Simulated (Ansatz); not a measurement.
AlRu (Pm-3m), comparing deformations

Theory: Ansatz, DFT PBE, scalar-relativistic, plane waves, PAW. The runs took a 420 eV cutoff, a Γ-centred 20×20×20 mesh and Gaussian smearing (0.15 eV). No spin polarisation. Energies are free energies at this smearing, counted from the undisturbed cell; pressure is positive in compression.

Reference structure (relaxed at this level; it needn't be the usual structure):

```xyz
2
Lattice="3.0041 0.0000 0.0000 0.0000 3.0041 0.0000 0.0000 0.0000 3.0041" Properties=species:S:1:pos:R:3 pbc="T T T"
Al    0.0000    0.0000    0.0000
Ru    1.5020    1.5020    1.5020
```

The cell is strained by ε times a Voigt pattern (xx, yy, zz, yz, xz, xy; engineering shear) with fractional coordinates fixed. τ = (1/V0) dE/dε comes from the stress tensor. Of each scan, only the three points used here are listed.

```
           pattern        ε  τ (GPa)
(1, 1, 0, 0, 0, 0)  -0.0150   -14.76
(1, 1, 0, 0, 0, 0)   0.0000     0.02
(1, 1, 0, 0, 0, 0)   0.0150    13.03
(0, 0, 1, 0, 0, 0)  -0.0150    -4.97
(0, 0, 1, 0, 0, 0)   0.0000     0.01
(0, 0, 1, 0, 0, 0)   0.0150     4.48
(0, 1, 0, 0, 0, 0)  -0.0150    -4.97
(0, 1, 0, 0, 0, 0)   0.0000     0.01
(0, 1, 0, 0, 0, 0)   0.0150     4.48
```

Which constants do the scans give, and which deformation costs least for the same size of strain tensor?

The slope dτ/dε at zero (parabola through three points) is pᵀCp: (1, 1, 0, 0, 0, 0) gives 2(C11 + C12) = 926 GPa; (0, 0, 1, 0, 0, 0) gives C11 = 315 GPa; (0, 1, 0, 0, 0, 0) gives C11 = 315 GPa. The size of the strain tensor, ε:ε, is ε² times 2.0, 1.0, 1.0. Per unit of it the stiffnesses are 463, 315, 315 GPa, so (0, 1, 0, 0, 0, 0) is the softest of these, level with (0, 0, 1, 0, 0, 0) (alike by symmetry): at ε:ε = (1 %)² the quadratic term costs 1.33 meV/atom against 1.96 for the stiffest. These are clamped-ion values.

What else follows for this cubic crystal?

From the unrounded slopes C11 = 314.9 and C12 = 148.3 GPa, so B = (C11 + 2 C12)/3 = 204 GPa and the Poisson ratio for a pull along a cube edge is C12/(C11 + C12) = 0.32.

In a metal these slopes depend on the k mesh and the smearing.